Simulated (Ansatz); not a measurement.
## KF at 50 GPa: from Born charge to LO–TO splitting and polaron coupling

Computed with Ansatz 0.2.0, DFT PBEsol, scalar-relativistic, plane waves, PAW. Cutoff 420 eV, 8×8×8 k-points (Γ-centred), fixed occupations. No spin polarisation. Phonons by linear response, acoustic sum rule imposed.

The cell, relaxed at 50 GPa:
Space group Fm-3m (No. 225). a = 4.540 Å, b = 4.540 Å, c = 4.540 Å, α = 90.00°, β = 90.00°, γ = 90.00°
| atom | site | symmetry | x | y | z |
| --- | --- | --- | --- | --- | --- |
| K | 4a | m-3m | 0.0000 | 0.0000 | 0.0000 |
| F | 4b | m-3m | 0.5000 | 0.0000 | 0.0000 |

Other phases may be more stable at this pressure.

Linear response gives ν_TO = 440.2 cm⁻¹, Born charges ±1.268 e (positive on K) and ε∞ = 2.433. The primitive cell holds 23.398 Å³, and the masses are 39.098 and 18.998 amu.

Q: Find ν_LO and the static dielectric constant.

A: The long-wave field adds a restoring force: ω_LO² − ω_TO² = Z*²e²/(ε_vac ε∞ μV). In these units ν_LO² − ν_TO² = 4.92064×10⁷ Z*²/(μ V ε∞) cm⁻², with μ = m₁m₂/(m₁ + m₂) = 12.786 amu: 108720 cm⁻². So ν_LO = √(440.2² + 108720) = 550.0 cm⁻¹, and the run gives 550.0. Lyddane–Sachs–Teller then gives ε0 = ε∞ (ν_LO/ν_TO)² = 3.80, against 3.80 in the run (it forms both from the same three quantities, so the match checks the arithmetic only). Between ν_TO and ν_LO the dielectric function is negative and an undamped crystal reflects fully: a reststrahlen band from 18.2 to 22.7 μm.

Q: What do the Clausius–Mossotti polarisability and the Szigeti charge come to?

A: With the Lorentz local field, α = (3V/4π)(ε∞ − 1)/(ε∞ + 2) = 1.81 Å³ for the pair, and e_S = 3Z*/(ε∞ + 2) = 0.86 e. The Born charge includes the electrons' response to the dipole's own local field, and e_S takes that enhancement out. The Lorentz field assumes point-like polarisable ions, a fair picture at this small ε∞.

Q: How strongly does a slow electron couple to the LO mode?

A: For one isotropic parabolic band, Fröhlich's constant is α_F = (1/ε∞ − 1/ε0) √(m* Ry/ħω_LO), with Ry = 13.606 eV, ħω_LO = 68.2 meV and m* in free-electron masses: α_F = 0.1478 × 14.13 × √m* = 2.09 √m*. The band mass isn't part of this run; for m* = 0.1, 0.3 and 1 it gives 0.66, 1.14, 2.09. In weak coupling the polaron lies α_F ħω_LO below the band edge (78 meV at m* = 0.3) with a mass m*(1 + α_F/6); past α_F of about 5 or 6 that expansion fails. A semilocal functional's ε∞ tends to be too large, which taken alone lowers α_F.

Cost: 1 run of about 0.25 core-minutes, on Arm Neoverse N1 (shared hosts).